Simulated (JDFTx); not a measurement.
# InP (F-43m) in JDFTx: notebook

Aim: see how the results for InP move with the level of theory and the settings. Levels: PBE, PBEsol, RPBE. Tasks: single point.

Program: JDFTx 1.7.0 (patched build). These are calculated values, not measurements. Logs are shortened: lines on timing, memory, paths and dates and some standing lists are left out, and cuts for length are marked. The log counts tension as positive stress, the text compression.

**Measured values to compare with.**

From a printed reference work, data compilation, for a bulk crystal of InP at 1.6 K: band gap 1.4236 eV (direct).

The results are compared with them further down.

### 1 Starting point

The structure is cubic, space group F-43m (No. 216). Conventional cell: a = 5.861 Å, b = 5.861 Å, c = 5.861 Å, α = 90.00°, β = 90.00°, γ = 90.00°. In (site symmetry -43m) is surrounded by 4 P at 2.54 Å. P (site symmetry -43m) is surrounded by 4 In at 2.54 Å.

### 2 Single point, PBE

Contents of InP.in:

```
lattice \
    0.0000000000     5.5378424082     5.5378424082 \
    5.5378424082     0.0000000000     5.5378424082 \
    5.5378424082     5.5378424082     0.0000000000
coords-type Cartesian
ion In     0.0000000000     0.0000000000     0.0000000000 1
ion P      8.3067636123     8.3067636123     8.3067636123 1

ion-species pseudo/In.upf
ion-species pseudo/P.upf
elec-cutoff 35 280
elec-ex-corr gga-PBE
kpoint-folding 8 8 8
elec-smearing Gauss 0.00020212127
elec-n-bands 15
electronic-SCF nIterations 100 energyDiffThreshold 1e-09
electronic-minimize nIterations 30 energyDiffThreshold 1e-7
converge-empty-states yes
forces-output-coords Cartesian

dump-name run.$VAR
dump End Ecomponents EigStats BandEigs Kpoints Forces Stress ElecDensity Dtot KEdensity
```

Potentials or basis: PseudoDojo-SR-PBE-0.5-standard with smoothed tails.

The run is started by

```
> jdftx -c 1 -i InP.in -o InP.out
```

The program printed:

```text
*************** JDFTx 1.7.0 (patched build) ***************

Input parsed successfully to the following command list (including defaults):
[... the input with its defaults ...]

---------- Setting up symmetries ----------

Found 48 point-group symmetries of the bravais lattice
Found 24 space-group symmetries with basis
Applied RMS atom displacement 1.08415e-15 bohrs to make symmetries exact.

---------- Initializing the Grid ----------
R =
[            0      5.53784      5.53784  ]
[      5.53784            0      5.53784  ]
[      5.53784      5.53784            0  ]
unit cell volume = 339.666
G =
[  -0.567295   0.567295   0.567295  ]
[   0.567295  -0.567295   0.567295  ]
[   0.567295   0.567295  -0.567295  ]
Minimum fftbox size, Smin = [  60  60  60  ]
Chosen fftbox size, S = [  60  60  60  ]

---------- Initializing tighter grid for wavefunction operations ----------
R =
[            0      5.53784      5.53784  ]
[      5.53784            0      5.53784  ]
[      5.53784      5.53784            0  ]
unit cell volume = 339.666
G =
[  -0.567295   0.567295   0.567295  ]
[   0.567295  -0.567295   0.567295  ]
[   0.567295   0.567295  -0.567295  ]
Minimum fftbox size, Smin = [  44  44  44  ]
Chosen fftbox size, S = [  48  48  48  ]

---------- Exchange Correlation functional ----------
Initalized PBE GGA exchange.
Initalized PBE GGA correlation.

---------- Setting up pseudopotentials ----------
Width of ionic core gaussian charges (only for fluid interactions / plotting) set to 0

Reading pseudopotential file 'pseudo/In.upf':
  'In' pseudopotential, 'PBE' functional
  Generated using ONCVPSP code by D. R. Hamann
  13 valence electrons, 3 orbitals, 6 projectors, 1001 radial grid points, with lMax = 2
    4D    l: 2   occupation: 10.0   eigenvalue: -0.684392
    5S    l: 0   occupation:  2.0   eigenvalue: -0.301765
    5P    l: 1   occupation:  1.0   eigenvalue: -0.092561
  Core radius for overlap checks: 2.17 bohrs.

Reading pseudopotential file 'pseudo/P.upf':
  'P' pseudopotential, 'PBE' functional
  Generated using ONCVPSP code by D. R. Hamann
  5 valence electrons, 2 orbitals, 6 projectors, 1001 radial grid points, with lMax = 2
    3S    l: 0   occupation:  2.0   eigenvalue: -0.513364
    3P    l: 1   occupation:  3.0   eigenvalue: -0.202372
  Core radius for overlap checks: 1.66 bohrs.

Initialized 2 species with 2 total atoms.

Folded 1 k-points by 8x8x8 to 512 k-points.

---------- Setting up k-points, bands, fillings ----------
Adding inversion symmetry to k-mesh for non-inversion-symmetric unit cell.
Reduced to 29 k-points under symmetry.
Computing the number of bands and number of electrons
Calculating initial fillings.
nElectrons:  18.000000   nBands: 15   nStates: 29

----- Setting up reduced wavefunction bases (one per k-point) -----
average nbasis = 3359.189 , ideal nbasis = 3359.293

---------- Setting up ewald sum ----------
Optimum gaussian width for ewald sums = 2.515192 bohr.
Real space sum over 1331 unit cells with max indices [  5  5  5  ]
Reciprocal space sum over 2197 terms with max indices [  6  6  6  ]

---------- Allocating electronic variables ----------
Initializing wave functions:  linear combination of atomic orbitals
Note: number of bands (15) exceeds available atomic orbitals (13)
In pseudo-atom occupations:   s ( 2 )  p ( 1 )  d ( 10 )
P pseudo-atom occupations:   s ( 2 )  p ( 3 )
	FillingsUpdate:  mu: +0.300000000  nElectrons: 18.000000
LCAOMinimize: Iter:   0  F: -63.2356406748930269  |grad|_K:  3.143e-03  alpha:  1.000e+00
	FillingsUpdate:  mu: +0.296035681  nElectrons: 18.000000
LCAOMinimize: Iter:   1  F: -63.2517033115936727  |grad|_K:  7.362e-05  alpha:  4.792e-01  linmin: -3.399e-01  cgtest:  8.212e-01
LCAOMinimize: Encountered beta<0, resetting CG.
	FillingsUpdate:  mu: +0.295884805  nElectrons: 18.000000
LCAOMinimize: Iter:   2  F: -63.2517134066570179  |grad|_K:  1.931e-05  alpha:  5.710e-01  linmin: -2.203e-05  cgtest:  2.621e-03
	FillingsUpdate:  mu: +0.295989480  nElectrons: 18.000000
LCAOMinimize: Iter:   3  F: -63.2517143561689323  |grad|_K:  1.282e-06  alpha:  7.798e-01  linmin: -5.173e-03  cgtest:  1.004e-02
	FillingsUpdate:  mu: +0.295987560  nElectrons: 18.000000
LCAOMinimize: Iter:   4  F: -63.2517143613571164  |grad|_K:  6.848e-08  alpha:  9.661e-01  linmin: -1.110e-03  cgtest: -2.338e-02
LCAOMinimize: Converged (|Delta F|<1.000000e-06 for 2 iters).

-------- Electronic minimization -----------
Will mix electronic density at each iteration.
	FillingsUpdate:  mu: +0.295987560  nElectrons: 18.000000
	FillingsUpdate:  mu: +0.282604233  nElectrons: 18.000000
SCF: Cycle:  0   F: -63.289118234810360   dF: -3.740e-02   |Residual|: 4.371e-02   |deigs|: 1.516e-01
	FillingsUpdate:  mu: +0.283169472  nElectrons: 18.000000
SCF: Cycle:  1   F: -63.289906137637040   dF: -7.879e-04   |Residual|: 2.518e-02   |deigs|: 9.182e-03
	FillingsUpdate:  mu: +0.285424213  nElectrons: 18.000000
SCF: Cycle:  2   F: -63.290026715215198   dF: -1.206e-04   |Residual|: 3.521e-03   |deigs|: 3.646e-03
	FillingsUpdate:  mu: +0.285884915  nElectrons: 18.000000
SCF: Cycle:  3   F: -63.290039844068502   dF: -1.313e-05   |Residual|: 1.746e-03   |deigs|: 1.203e-03
	FillingsUpdate:  mu: +0.286440587  nElectrons: 18.000000
SCF: Cycle:  4   F: -63.290043933800227   dF: -4.090e-06   |Residual|: 7.048e-04   |deigs|: 6.879e-04
	FillingsUpdate:  mu: +0.286495920  nElectrons: 18.000000
SCF: Cycle:  5   F: -63.290045088340065   dF: -1.155e-06   |Residual|: 1.814e-04   |deigs|: 5.623e-04
	FillingsUpdate:  mu: +0.286568778  nElectrons: 18.000000
SCF: Cycle:  6   F: -63.290045834050446   dF: -7.457e-07   |Residual|: 6.051e-05   |deigs|: 4.559e-04
	FillingsUpdate:  mu: +0.286570418  nElectrons: 18.000000
SCF: Cycle:  7   F: -63.290046208493990   dF: -3.744e-07   |Residual|: 1.958e-05   |deigs|: 4.590e-04
	FillingsUpdate:  mu: +0.286572528  nElectrons: 18.000000
SCF: Cycle:  8   F: -63.290046346992746   dF: -1.385e-07   |Residual|: 1.253e-05   |deigs|: 3.788e-04
	FillingsUpdate:  mu: +0.286572451  nElectrons: 18.000000
SCF: Cycle:  9   F: -63.290046434056791   dF: -8.706e-08   |Residual|: 5.172e-06   |deigs|: 5.766e-04
	FillingsUpdate:  mu: +0.286572487  nElectrons: 18.000000
SCF: Cycle: 10   F: -63.290046460745792   dF: -2.669e-08   |Residual|: 6.234e-06   |deigs|: 4.051e-04
	FillingsUpdate:  mu: +0.286572511  nElectrons: 18.000000
SCF: Cycle: 11   F: -63.290046476172016   dF: -1.543e-08   |Residual|: 1.966e-06   |deigs|: 3.898e-04
	FillingsUpdate:  mu: +0.286572648  nElectrons: 18.000000
SCF: Cycle: 12   F: -63.290046481385247   dF: -5.213e-09   |Residual|: 9.144e-07   |deigs|: 3.143e-04
	FillingsUpdate:  mu: +0.286572629  nElectrons: 18.000000
SCF: Cycle: 13   F: -63.290046483646918   dF: -2.262e-09   |Residual|: 5.805e-07   |deigs|: 7.863e-04
	FillingsUpdate:  mu: +0.286572694  nElectrons: 18.000000
SCF: Cycle: 14   F: -63.290046484713102   dF: -1.066e-09   |Residual|: 7.906e-07   |deigs|: 2.838e-04
	FillingsUpdate:  mu: +0.286572784  nElectrons: 18.000000
SCF: Cycle: 15   F: -63.290046485060920   dF: -3.478e-10   |Residual|: 5.984e-07   |deigs|: 9.126e-05
	FillingsUpdate:  mu: +0.286572722  nElectrons: 18.000000
SCF: Cycle: 16   F: -63.290046485280421   dF: -2.195e-10   |Residual|: 4.221e-07   |deigs|: 5.801e-05
SCF: Converged (|Delta E|<1.000000e-09 for 2 iters).

Setting wave functions to eigenvectors of Hamiltonian
Converging empty states (this may take a while):
EmptyStates: None of the convergence criteria satisfied.
|deigs|: 6.922e-04

# Stress tensor in Cartesian coordinates [Eh/a0^3]:
[ -0.000115847            0            0  ]
[            0 -0.000115847            0  ]
[            0            0 -0.000115847  ]

# Ionic positions in cartesian coordinates:
ion In  -0.000000000000000  -0.000000000000001  -0.000000000000001 1
ion P   8.306763612299999   8.306763612299999   8.306763612299999 1

# Forces in Cartesian coordinates:
force In   0.000000000000000   0.000000000000000  -0.000000000000000 1
force P   0.000000000000000  -0.000000000000000  -0.000000000000000 1

# Energy components:
   Eewald =      -44.8602020983078873
       EH =       18.4130082829725907
     Eloc =      -55.4355708843244699
      Enl =      -13.8153392616715820
      Exc =      -22.1156727679974381
 Exc_core =       10.1036139918279968
       KE =       44.4201162522203603
-------------------------------------
     Etot =      -63.2900464852804205
       TS =        0.0000000000000000
-------------------------------------
        F =      -63.2900464852804205

IonicMinimize: Iter:   0  F: -63.290046485280421  |grad|_K:        nan
IonicMinimize: None of the convergence criteria satisfied after 0 iterations.

#--- Lowdin population analysis ---
# oxidation-state In +0.325
# oxidation-state P -0.289

Dumping 'run.eigStats' ...
	eMin: -0.267528 at state 20 ( [ +0.000000 +0.500000 +0.500000 ] spin 0 )
	HOMO: +0.262462 at state 0 ( [ +0.000000 +0.000000 +0.000000 ] spin 0 )
	mu  : +0.286573
	LUMO: +0.288603 at state 0 ( [ +0.000000 +0.000000 +0.000000 ] spin 0 )
	eMax: +0.680836 at state 24 ( [ +0.125000 +0.375000 +0.500000 ] spin 0 )
	HOMO-LUMO gap: +0.026141
	Optical gap  : +0.026141 at state 0 ( [ +0.000000 +0.000000 +0.000000 ] spin 0 )
WARNING: the last solve of the electrons (or of bands or displaced states from it) ended unconverged.
Done!
[note: mu as printed may lie anywhere between the filled and the empty levels]
```

It took 2.5 min on 1 thread of Arm Neoverse V1, shared host; peak memory 0.13 GiB.

What came out:

| Item | Value |
| --- | --- |
| Free energy | -1722.2099 eV |
| Pressure | 3.4 GPa |
| Band gap on the k mesh | 0.71 eV, direct |
| Loewdin charges | In +0.33; P -0.29 e |

Levels at points of the mesh, in eV from the valence-band top:
```csv
k point,band 7,band 8,band 9,band 10,band 11
"(0.00, 0.00, 0.00)",0.00,0.00,0.00,0.71,4.09
"(0.00, 0.00, 0.50)",-5.73,-0.97,-0.97,1.50,4.81
"(0.00, 0.50, 0.50)",-5.75,-2.32,-2.32,1.76,2.27
```

Caveat: the empty levels aren't tightly converged; spin-orbit coupling is left out, which moves the levels of the heavy elements.

### 3 Single point, PBEsol

Contents of InP.in:

```
lattice \
    0.0000000000     2.9305000000     2.9305000000 \
    2.9305000000     0.0000000000     2.9305000000 \
    2.9305000000     2.9305000000     0.0000000000
latt-scale 1.889726124626 1.889726124626 1.889726124626
coords-type Lattice
ion In     0.0000000000     0.0000000000     0.0000000000 1
ion P      0.7500000000     0.7500000000     0.7500000000 1

ion-species pseudo/In.upf
ion-species pseudo/P.upf
elec-cutoff 35 280
elec-ex-corr gga-PBEsol
kpoint-folding 8 8 8
elec-smearing Gauss 0.00091873305
elec-n-bands 15
electronic-SCF nIterations 100 energyDiffThreshold 1e-09
electronic-minimize nIterations 30 energyDiffThreshold 1e-7
converge-empty-states yes
forces-output-coords Cartesian

dump-name run.$VAR
dump End Ecomponents EigStats BandEigs Kpoints Forces Stress ElecDensity Dtot KEdensity
```

Potentials or basis: PseudoDojo-SR-PBEsol-0.4.1-standard with smoothed tails.

The run is started by

```
> jdftx -c 1 -i InP.in -o InP.out
```

It took 2.4 min on 1 thread of Arm Neoverse V1, shared host; peak memory 0.12 GiB.

It converged, with:

```yaml
Free_energy: -1722.0456 eV
Pressure: 0.7 GPa
Band_gap_on_the_k_mesh: 0.61 eV, direct
Loewdin_charges: In +0.28; P -0.25 e
```

Levels at points of the mesh, in eV from the valence-band top:
| k point | band 6 | band 7 | band 8 | band 9 | band 10 | band 11 |
| --- | --- | --- | --- | --- | --- | --- |
| (0.00, 0.00, 0.00) | -11.55 | 0.00 | 0.00 | 0.00 | 0.61 | 4.02 |
| (0.00, 0.00, 0.50) | -9.80 | -5.80 | -0.98 | -0.98 | 1.40 | 4.73 |
| (0.00, 0.50, 0.50) | -9.14 | -5.81 | -2.35 | -2.35 | 1.63 | 2.16 |

Caveat: the empty levels aren't tightly converged; spin-orbit coupling is left out, which moves the levels of the heavy elements.

(Part 1 of 2 ends here.)
